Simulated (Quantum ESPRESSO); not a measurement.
HfO2 in Quantum ESPRESSO: convergence with k mesh

Input of the first run (k mesh 1 × 1 × 1); the others differ in this setting and in those tied to it:

pw.in

```
&CONTROL
  calculation = 'scf'
  prefix = 'pwscf'
  outdir = './tmp'
  pseudo_dir = './pseudo'
  tprnfor = .true.
  tstress = .true.
  disk_io = 'nowf'
/
&SYSTEM
  ibrav = 0
  nat = 12
  ntyp = 2
  ecutwfc = 84
  nbnd = 62
  occupations = 'smearing'
  smearing = 'gaussian'
  degauss = 0.00999582
/
&ELECTRONS
  conv_thr = 2.4d-09
  electron_maxstep = 120
  mixing_beta = 0.5
/
ATOMIC_SPECIES
Hf   178.4900 Hf.upf
O     15.9990 O.upf
CELL_PARAMETERS angstrom
   5.0803194000    0.0000000000    0.0000000000
   0.0000000000    5.1648674500    0.0000000000
   0.0000000000    0.0000000000    4.8908836500
ATOMIC_POSITIONS crystal
Hf     0.2225908200    0.7817995800    0.2720679400
Hf     0.7225908200    0.7182004200    0.7279320600
Hf     0.7774091800    0.2182004200    0.2720679400
Hf     0.2774091800    0.2817995800    0.7279320600
O      0.1868153200    0.1636487800    0.1045346200
O      0.6868153200    0.3363512200    0.8954653800
O      0.8131846800    0.8363512200    0.1045346200
O      0.3131846800    0.6636487800    0.8954653800
O      0.0000000000    0.5000000000    0.4890544500
O      0.5000000000    0.0000000000    0.5109455500
O      0.0000000000    0.0000000000    0.5756249900
O      0.5000000000    0.5000000000    0.4243750100
K_POINTS automatic
1 1 1 0 0 0
```

Potentials or basis: PseudoDojo 0.4.1 SR PBE standard.

Run with:

```console
$ OMP_NUM_THREADS=1 pw.x -in pw.in > pw.out
```

The cell comes from a database or a generator and needn't be the stable form of this composition.

Hardware: 1 thread of Arm Neoverse V1, with other jobs on the host.

| k mesh | energy less the tightest run, at zero smearing (meV/atom) | pressure (GPa) | largest force (eV/Å) | gap on the mesh (eV) | SCF cycles | CPU time (s) | peak memory (GiB) |
| --- | --- | --- | --- | --- | --- | --- | --- |
| 1 × 1 × 1 | 198.99 | 11.39 | 0.573 | 4.290 | 11 | 20 | 0.22 |
| 2 × 2 × 2 | 5.79 | 7.31 | 0.130 | 3.870 | 11 | 140 | 0.31 |
| 3 × 3 × 3 | 0.17 | 7.20 | 0.112 | 4.092 | 11 | 140 | 0.31 |
| 4 × 4 × 4 | 0.00 | 7.20 | 0.113 | 3.878 | 11 | 470 | 0.51 |

Against the tightest run, the energy stays within 1 meV/atom from 3 × 3 × 3 on; the pressure stays within 0.1 GPa from 3 × 3 × 3 on; the largest force stays within 0.005 eV/Å from 3 × 3 × 3 on. Not settled before the last step: the gap on the mesh (to 0.01 eV). Meshes of other sizes hit other points, so gaps and Fermi surfaces needn't settle smoothly. The tightest run that finished is the yardstick and may itself not be fully converged.

Caveat, for the tightest run too: spin-orbit coupling is left out, which moves the levels of the heavy elements.
